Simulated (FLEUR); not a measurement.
# CuO (P4/mmm) in FLEUR: notebook

Runs on CuO. Level: r2SCAN. Tasks: band structure, equation of state.

Program: FLEUR MaX-R8.1 (later development tree). These are calculated values, not measurements. Logs are shortened: lines on timing, memory, paths and dates and some standing lists are left out, and cuts for length are marked.

## 1. The structure

Symmetry: P4/mmm, No. 123, tetragonal system. Conventional cell: a = 4.161 Å, b = 4.161 Å, c = 3.888 Å, α = 90.00°, β = 90.00°, γ = 90.00°. Cu (site symmetry mmm) is surrounded by 4 O at 1.94 to 2.08 Å. Cu (site symmetry 4/mmm) is surrounded by 6 O at 1.94 to 2.08 Å. O (site symmetry 4/mmm) has 6 Cu at 1.94 to 2.08 Å as nearest neighbours. O (site symmetry mmm) is surrounded by 4 Cu at 1.94 to 2.08 Å.

Measurements of this composition are mostly on another form, of space group No. 15.

## 2. Band structure, r2SCAN

inp.xml reads:

```xml
<?xml version="1.0" encoding="UTF-8" standalone="no"?>
<fleurInput fleurInputVersion="0.39">
   <comment>
      CuO                                                                                                 
   </comment>
   <calculationSetup>
      <cutoffs Kmax="5.08" Gmax="15.7" GmaxXC="15.7" numbands="0"/>
      <scfLoop itmax="80" minDistance="0.0001" maxIterBroyd="30" imix="Anderson" alpha="0.05" precondParam="0.0" spinf="2.0" sdNocoIR="T"/>
      <coreElectrons ctail="F" frcor="F" kcrel="0" coretail_lmax="0"/>
      <xcFunctional name="LibXC" relativisticCorrections="F">
         <LibXCName exchange="mgga_x_r2scan" correlation="mgga_c_r2scan"/>
         <AuxGGA exchange="117" correlation="130"/>
      </xcFunctional>
      <magnetism jspins="1"/>
      <soc l_soc="F" theta="0.0" phi="0.0" spav="F"/>
      <expertModes spex="0" secvar="F"/>
      <geometryOptimization l_f="F" forcealpha="1.0" forcemix="BFGS" epsdisp="0.00001" epsforce="0.00001"/>
      <ldaU l_linMix="F" mixParam="0.05" spinf="1.0"/>
   </calculationSetup>
   <cell>
      <bzIntegration valenceElectrons="75.0" mode="hist" fermiSmearingEnergy="0.00183747">
         <kPointListSelection listName="default-1"/>
         <!-- k-points included here -->
         <xi:include xmlns:xi="http://www.w3.org/2001/XInclude" href="kpts.xml"> </xi:include>
[... 45 lines left out ...]
         <relPos label="                   2">.0000000000 1.000/2.000 1.000/2.000</relPos>
         <force calculate="T" relaxXYZ="TTT"/>
      </atomGroup>
      <atomGroup species="Copper (Cu)">
         <relPos label="                   3">.0000000000 .0000000000 .0000000000</relPos>
         <force calculate="T" relaxXYZ="TTT"/>
      </atomGroup>
      <atomGroup species="Oxygen (O)">
         <relPos label="                   4">.0000000000 .0000000000 1.000/2.000</relPos>
         <force calculate="T" relaxXYZ="TTT"/>
      </atomGroup>
      <atomGroup species="Oxygen (O)">
         <relPos label="                   5">1.000/2.000 .0000000000 .0000000000</relPos>
         <relPos label="                   6">.0000000000 1.000/2.000 .0000000000</relPos>
         <force calculate="T" relaxXYZ="TTT"/>
      </atomGroup>
   </atomGroups>
   <output dos="F" band="F" slice="F">
      <checks vchk="F" cdinf="F"/>
      <bandDOS minEnergy="-.5*Htr" maxEnergy="0.5*Htr" sigma="0.015" storeEVData="T"/>
      <vacuumDOS vacdos="F" integ="F" star="F" nstars="0" locx1="0.0" locy1="0.0" locx2="0.0" locy2="0.0" nstm="0" tworkf="0.0"/>
      <unfoldingBand unfoldBand="F" supercellX="1" supercellY="1" supercellZ="1"/>
      <plotting iplot="0" polar="F">
         <plot TwoD="T" vec1="  1.0  0.0  0.0" vec2="  0.0  1.0  0.0" vec3="  0.0  0.0  1.0" zero="  0.0  0.0  0.0" file="plot"/>
      </plotting>
      <chargeDensitySlicing numkpt="0" minEigenval="0.0" maxEigenval="0.0" nnne="0" pallst="F"/>
      <specialOutput eonly="F"/>
      <moessbauerParams electricFieldGradient="T" isomerShift="T" coreHyperfine="T" valenceHyperfine="T"/>
      <magneticCircularDichroism mcd="F" energyLo="-10.0" energyUp="0.0"/>
   </output>
  <!-- We include the file relax.xml here to enable relaxations (see documentation) -->
  <xi:include xmlns:xi="http://www.w3.org/2001/XInclude" href="relax.xml"> <xi:fallback/> </xi:include>
</fleurInput>
```

crystal.txt reads:

```
CuO
&input cartesian=F /
4.1609370000  0.0000000000  0.0000000000
0.0000000000  4.1609370000  0.0000000000
0.0000000000  0.0000000000  3.8876430000
1.8897261246
1.0 1.0 1.0

6
29 0.5000000000  0.0000000000  0.5000000000
29 0.0000000000  0.5000000000  0.5000000000
29 0.0000000000  0.0000000000  0.0000000000
8 0.0000000000  0.0000000000  0.5000000000
8 0.5000000000  0.0000000000  0.0000000000
8 0.0000000000  0.5000000000  0.0000000000

&kpt div1=7 div2=7 div3=7 gamma=T /
```

inp.xml (bands) reads:

```
<?xml version="1.0" encoding="UTF-8" standalone="no"?>
<fleurInput fleurInputVersion="0.39">
   <comment>
      CuO                                                                                                 
   </comment>
   <calculationSetup>
      <cutoffs Kmax="5.08" Gmax="15.7" GmaxXC="15.7" numbands="0"/>
      <scfLoop itmax="80" minDistance="0.0001" maxIterBroyd="30" imix="Anderson" alpha="0.05" precondParam="0.0" spinf="2.0" sdNocoIR="T"/>
      <coreElectrons ctail="F" frcor="F" kcrel="0" coretail_lmax="0"/>
      <xcFunctional name="LibXC" relativisticCorrections="F">
         <LibXCName exchange="mgga_x_r2scan" correlation="mgga_c_r2scan"/>
         <AuxGGA exchange="117" correlation="130"/>
      </xcFunctional>
      <magnetism jspins="1"/>
      <soc l_soc="F" theta="0.0" phi="0.0" spav="F"/>
      <expertModes spex="0" secvar="F"/>
      <geometryOptimization l_f="F" forcealpha="1.0" forcemix="BFGS" epsdisp="0.00001" epsforce="0.00001"/>
      <ldaU l_linMix="F" mixParam="0.05" spinf="1.0"/>
   </calculationSetup>
   <cell>
      <bzIntegration valenceElectrons="75.0" mode="hist" fermiSmearingEnergy="0.00183747">
         <kPointListSelection listName="path-1"/>
         <!-- k-points included here -->
         <xi:include xmlns:xi="http://www.w3.org/2001/XInclude" href="kpts.xml"> </xi:include>
[... 44 lines left out ...]
         <relPos label="                   1">1.000/2.000 .0000000000 1.000/2.000</relPos>
         <relPos label="                   2">.0000000000 1.000/2.000 1.000/2.000</relPos>
         <force calculate="T" relaxXYZ="TTT"/>
      </atomGroup>
      <atomGroup species="Copper (Cu)">
         <relPos label="                   3">.0000000000 .0000000000 .0000000000</relPos>
         <force calculate="T" relaxXYZ="TTT"/>
      </atomGroup>
      <atomGroup species="Oxygen (O)">
         <relPos label="                   4">.0000000000 .0000000000 1.000/2.000</relPos>
         <force calculate="T" relaxXYZ="TTT"/>
      </atomGroup>
      <atomGroup species="Oxygen (O)">
         <relPos label="                   5">1.000/2.000 .0000000000 .0000000000</relPos>
         <relPos label="                   6">.0000000000 1.000/2.000 .0000000000</relPos>
         <force calculate="T" relaxXYZ="TTT"/>
      </atomGroup>
   </atomGroups>
   <output dos="F" band="T" slice="F">
      <checks vchk="F" cdinf="F"/>
      <bandDOS minEnergy="-.5*Htr" maxEnergy="0.5*Htr" sigma="0.015" storeEVData="T"/>
      <vacuumDOS vacdos="F" integ="F" star="F" nstars="0" locx1="0.0" locy1="0.0" locx2="0.0" locy2="0.0" nstm="0" tworkf="0.0"/>
      <unfoldingBand unfoldBand="F" supercellX="1" supercellY="1" supercellZ="1"/>
      <plotting iplot="0" polar="F">
         <plot TwoD="T" vec1="  1.0  0.0  0.0" vec2="  0.0  1.0  0.0" vec3="  0.0  0.0  1.0" zero="  0.0  0.0  0.0" file="plot"/>
      </plotting>
      <chargeDensitySlicing numkpt="0" minEigenval="0.0" maxEigenval="0.0" nnne="0" pallst="F"/>
      <specialOutput eonly="F"/>
      <moessbauerParams electricFieldGradient="T" isomerShift="T" coreHyperfine="T" valenceHyperfine="T"/>
      <magneticCircularDichroism mcd="F" energyLo="-10.0" energyUp="0.0"/>
   </output>
  <!-- We include the file relax.xml here to enable relaxations (see documentation) -->
  <xi:include xmlns:xi="http://www.w3.org/2001/XInclude" href="relax.xml"> <xi:fallback/> </xi:include>
</fleurInput>
```

Potentials or basis: all-electron, FLAPW.

The run is started by

```sh
> inpgen -f crystal.txt -profile fastHighL
> # inp.xml edited to the form shown
> fleur_MPI
> fleur_MPI   # second run, on inp.xml (bands)
```

The log of the run:

```text
Welcome to FLEUR        (www.flapw.de)
      MaX-Release 8.1          (www.max-centre.eu)
 func_ids         498         497         498         497
 MetaGGA potential functional detected - V_tau will be computed
 Auxiliary Potential for radial basis: exchange=         117  correlation=         130
The functional 'Re-regularized SCAN exchange by Furness et al' is an exchange functional, it belongs to the 'MGGA' family and is defined in the reference(s):
[1] J. W. Furness, A. D. Kaplan, J. Ning, J. P. Perdew, and J. Sun.,  J. Phys. Chem. Lett. 11, 8208-8215 (2020)
[2] J. W. Furness, A. D. Kaplan, J. Ning, J. P. Perdew, and J. Sun.,  J. Phys. Chem. Lett. 11, 9248-9248 (2020)
The functional 'Re-regularized SCAN correlation by Furness et al' is a correlation functional, it belongs to the 'MGGA' family and is defined in the reference(s):
[1] J. W. Furness, A. D. Kaplan, J. Ning, J. P. Perdew, and J. Sun.,  J. Phys. Chem. Lett. 11, 8208-8215 (2020)
[2] J. W. Furness, A. D. Kaplan, J. Ning, J. P. Perdew, and J. Sun.,  J. Phys. Chem. Lett. 11, 9248-9248 (2020)
 Using same functional for VXC and EXC

 ========== k-point set info ==========
 Selected k-point list: default-1
 k-point list type: mesh
 7 x 7 x 7
 Number of k points: 40

 ------------Calculation Setup---------------------------
 Number of MPI-tasks      :            1
 Number of PE/node        :            1
 Number of OMP-threads    :            1
 Most efficient MPI parallelization for:
           1           2           4           5           8          10          20          40
 Additional eigenvalue parallelization possible
 Number of basis functions:         1228
 Approximate size of matrices (H+S) per k-point:         0.022 GB
 --------------------------------------------------------
The functional 'Hammer, Hansen, and Norskov' is an exchange functional, it belongs to the 'GGA' family and is defined in the reference(s):
[1] B. Hammer, L. B. Hansen, and J. K. Nørskov.,  Phys. Rev. B 59, 7413 (1999)
The functional 'Perdew, Burke & Ernzerhof' is a correlation functional, it belongs to the 'GGA' family and is defined in the reference(s):
[1] J. P. Perdew, K. Burke, and M. Ernzerhof.,  Phys. Rev. Lett. 77, 3865 (1996)
[2] J. P. Perdew, K. Burke, and M. Ernzerhof.,  Phys. Rev. Lett. 78, 1396 (1997)
 Using same functional for VXC and EXC
 Using auxiliary GGA potential for the first iteration of MetaGGA calculation.
 Reset of history
 Reset of history
 Iteration:     1   Distance:      48.91666591 me/bohr^3
The functional 'Hammer, Hansen, and Norskov' is an exchange functional, it belongs to the 'GGA' family and is defined in the reference(s):
[1] B. Hammer, L. B. Hansen, and J. K. Nørskov.,  Phys. Rev. B 59, 7413 (1999)
The functional 'Perdew, Burke & Ernzerhof' is a correlation functional, it belongs to the 'GGA' family and is defined in the reference(s):
[1] J. P. Perdew, K. Burke, and M. Ernzerhof.,  Phys. Rev. Lett. 77, 3865 (1996)
[2] J. P. Perdew, K. Burke, and M. Ernzerhof.,  Phys. Rev. Lett. 78, 1396 (1997)
 Using same functional for VXC and EXC
 Iteration:     2   Distance:      37.83449508 me/bohr^3
The functional 'Hammer, Hansen, and Norskov' is an exchange functional, it belongs to the 'GGA' family and is defined in the reference(s):
[1] B. Hammer, L. B. Hansen, and J. K. Nørskov.,  Phys. Rev. B 59, 7413 (1999)
The functional 'Perdew, Burke & Ernzerhof' is a correlation functional, it belongs to the 'GGA' family and is defined in the reference(s):
[1] J. P. Perdew, K. Burke, and M. Ernzerhof.,  Phys. Rev. Lett. 77, 3865 (1996)
[2] J. P. Perdew, K. Burke, and M. Ernzerhof.,  Phys. Rev. Lett. 78, 1396 (1997)
 Using same functional for VXC and EXC
 Iteration:     3   Distance:      31.97834464 me/bohr^3
The functional 'Hammer, Hansen, and Norskov' is an exchange functional, it belongs to the 'GGA' family and is defined in the reference(s):
[1] B. Hammer, L. B. Hansen, and J. K. Nørskov.,  Phys. Rev. B 59, 7413 (1999)
The functional 'Perdew, Burke & Ernzerhof' is a correlation functional, it belongs to the 'GGA' family and is defined in the reference(s):
[1] J. P. Perdew, K. Burke, and M. Ernzerhof.,  Phys. Rev. Lett. 77, 3865 (1996)
[2] J. P. Perdew, K. Burke, and M. Ernzerhof.,  Phys. Rev. Lett. 78, 1396 (1997)
 Using same functional for VXC and EXC
 Iteration:     4   Distance:      19.68638030 me/bohr^3
The functional 'Hammer, Hansen, and Norskov' is an exchange functional, it belongs to the 'GGA' family and is defined in the reference(s):
[1] B. Hammer, L. B. Hansen, and J. K. Nørskov.,  Phys. Rev. B 59, 7413 (1999)
The functional 'Perdew, Burke & Ernzerhof' is a correlation functional, it belongs to the 'GGA' family and is defined in the reference(s):
[1] J. P. Perdew, K. Burke, and M. Ernzerhof.,  Phys. Rev. Lett. 77, 3865 (1996)
[2] J. P. Perdew, K. Burke, and M. Ernzerhof.,  Phys. Rev. Lett. 78, 1396 (1997)
 Using same functional for VXC and EXC
 Iteration:     5   Distance:      17.34501135 me/bohr^3
The functional 'Hammer, Hansen, and Norskov' is an exchange functional, it belongs to the 'GGA' family and is defined in the reference(s):
[1] B. Hammer, L. B. Hansen, and J. K. Nørskov.,  Phys. Rev. B 59, 7413 (1999)
The functional 'Perdew, Burke & Ernzerhof' is a correlation functional, it belongs to the 'GGA' family and is defined in the reference(s):
[1] J. P. Perdew, K. Burke, and M. Ernzerhof.,  Phys. Rev. Lett. 77, 3865 (1996)
[2] J. P. Perdew, K. Burke, and M. Ernzerhof.,  Phys. Rev. Lett. 78, 1396 (1997)
 Using same functional for VXC and EXC
 Iteration:     6   Distance:       8.28044575 me/bohr^3
The functional 'Hammer, Hansen, and Norskov' is an exchange functional, it belongs to the 'GGA' family and is defined in the reference(s):
[1] B. Hammer, L. B. Hansen, and J. K. Nørskov.,  Phys. Rev. B 59, 7413 (1999)
The functional 'Perdew, Burke & Ernzerhof' is a correlation functional, it belongs to the 'GGA' family and is defined in the reference(s):
[1] J. P. Perdew, K. Burke, and M. Ernzerhof.,  Phys. Rev. Lett. 77, 3865 (1996)
[2] J. P. Perdew, K. Burke, and M. Ernzerhof.,  Phys. Rev. Lett. 78, 1396 (1997)
 Using same functional for VXC and EXC
[... 68 lines left out ...]
[2] J. P. Perdew, K. Burke, and M. Ernzerhof.,  Phys. Rev. Lett. 78, 1396 (1997)
 Using same functional for VXC and EXC
 Iteration:    17   Distance:       0.00506719 me/bohr^3
The functional 'Hammer, Hansen, and Norskov' is an exchange functional, it belongs to the 'GGA' family and is defined in the reference(s):
[1] B. Hammer, L. B. Hansen, and J. K. Nørskov.,  Phys. Rev. B 59, 7413 (1999)
The functional 'Perdew, Burke & Ernzerhof' is a correlation functional, it belongs to the 'GGA' family and is defined in the reference(s):
[1] J. P. Perdew, K. Burke, and M. Ernzerhof.,  Phys. Rev. Lett. 77, 3865 (1996)
[2] J. P. Perdew, K. Burke, and M. Ernzerhof.,  Phys. Rev. Lett. 78, 1396 (1997)
 Using same functional for VXC and EXC
 Iteration:    18   Distance:       0.00453802 me/bohr^3
The functional 'Hammer, Hansen, and Norskov' is an exchange functional, it belongs to the 'GGA' family and is defined in the reference(s):
[1] B. Hammer, L. B. Hansen, and J. K. Nørskov.,  Phys. Rev. B 59, 7413 (1999)
The functional 'Perdew, Burke & Ernzerhof' is a correlation functional, it belongs to the 'GGA' family and is defined in the reference(s):
[1] J. P. Perdew, K. Burke, and M. Ernzerhof.,  Phys. Rev. Lett. 77, 3865 (1996)
[2] J. P. Perdew, K. Burke, and M. Ernzerhof.,  Phys. Rev. Lett. 78, 1396 (1997)
 Using same functional for VXC and EXC
 Iteration:    19   Distance:       0.00087705 me/bohr^3
The functional 'Hammer, Hansen, and Norskov' is an exchange functional, it belongs to the 'GGA' family and is defined in the reference(s):
[1] B. Hammer, L. B. Hansen, and J. K. Nørskov.,  Phys. Rev. B 59, 7413 (1999)
The functional 'Perdew, Burke & Ernzerhof' is a correlation functional, it belongs to the 'GGA' family and is defined in the reference(s):
[1] J. P. Perdew, K. Burke, and M. Ernzerhof.,  Phys. Rev. Lett. 77, 3865 (1996)
[2] J. P. Perdew, K. Burke, and M. Ernzerhof.,  Phys. Rev. Lett. 78, 1396 (1997)
 Using same functional for VXC and EXC
 Iteration:    20   Distance:       0.00088015 me/bohr^3
The functional 'Hammer, Hansen, and Norskov' is an exchange functional, it belongs to the 'GGA' family and is defined in the reference(s):
[1] B. Hammer, L. B. Hansen, and J. K. Nørskov.,  Phys. Rev. B 59, 7413 (1999)
The functional 'Perdew, Burke & Ernzerhof' is a correlation functional, it belongs to the 'GGA' family and is defined in the reference(s):
[1] J. P. Perdew, K. Burke, and M. Ernzerhof.,  Phys. Rev. Lett. 77, 3865 (1996)
[2] J. P. Perdew, K. Burke, and M. Ernzerhof.,  Phys. Rev. Lett. 78, 1396 (1997)
 Using same functional for VXC and EXC
 Iteration:    21   Distance:       0.00008540 me/bohr^3

 ********************************************************************
 Run finished successfully
 Stop message:
   all done
 ********************************************************************
```

It took 12 min on 1 thread of Arm Neoverse V2, shared host; peak memory 0.15 GiB.

Results:

```yaml
Free_energy: -141262.6937 eV
Band_gap_along_the_path: none (metal or under the smearing width)
Valence_electrons_inside_the_program's_atomic_spheres: Cu 17.13, 17.08; O 4.74, 4.69 (radii Cu 1.93, O 1.47 bohr)
```

Levels at the corners of the path, in eV from the Fermi level:
```csv
point,band 35,band 36,band 37,band 38,band 39,band 40,band 41,band 42
Γ,-1.66,-1.60,-1.60,-1.44,-1.35,1.62,6.70,8.15
X,-1.69,-1.46,-1.20,-0.68,-0.60,4.24,4.31,9.01
M,-1.43,-0.91,-0.47,-0.47,1.00,3.85,6.77,6.77
Γ,-1.66,-1.60,-1.60,-1.44,-1.35,1.62,6.70,8.15
Z,-1.12,-0.71,-0.31,-0.31,0.07,5.45,7.23,8.15
R,-0.72,-0.58,-0.23,1.20,1.31,4.94,7.02,7.98
A,0.05,1.24,1.25,1.36,1.36,2.18,7.58,8.98
Z,-1.12,-0.71,-0.31,-0.31,0.07,5.45,7.23,8.15
X,-1.69,-1.46,-1.20,-0.68,-0.60,4.24,4.31,9.01
R,-0.72,-0.58,-0.23,1.20,1.31,4.94,7.02,7.98
M,-1.43,-0.91,-0.47,-0.47,1.00,3.85,6.77,6.77
A,0.05,1.24,1.25,1.36,1.36,2.18,7.58,8.98
```

Core levels (eV from the Fermi level):
```csv
atom,levels
1 Cu,"1s1/2 -8846.6, 2s1/2 -1059.1, 2p1/2 -927.1, 2p3/2 -906.6"
2 Cu,"1s1/2 -8846.6, 2s1/2 -1059.1, 2p1/2 -927.1, 2p3/2 -906.6"
3 Cu,"1s1/2 -8847.2, 2s1/2 -1059.8, 2p1/2 -927.8, 2p3/2 -907.3"
4 O,1s1/2 -507.1
5 O,1s1/2 -505.6
6 O,1s1/2 -505.6
```

Caveat: the meta-GGA is that of a development version, with a GGA for the radial functions and cores and without core tails; an odd number of electrons without spin polarisation forces a metal; a magnetic or distorted state may lie lower; the run has no spin polarisation, though such a crystal can be magnetic; semilocal functionals often make such compounds metallic where correlation or magnetic order opens a gap, which also shifts bond lengths.

(Continued in part 2 of 2.)
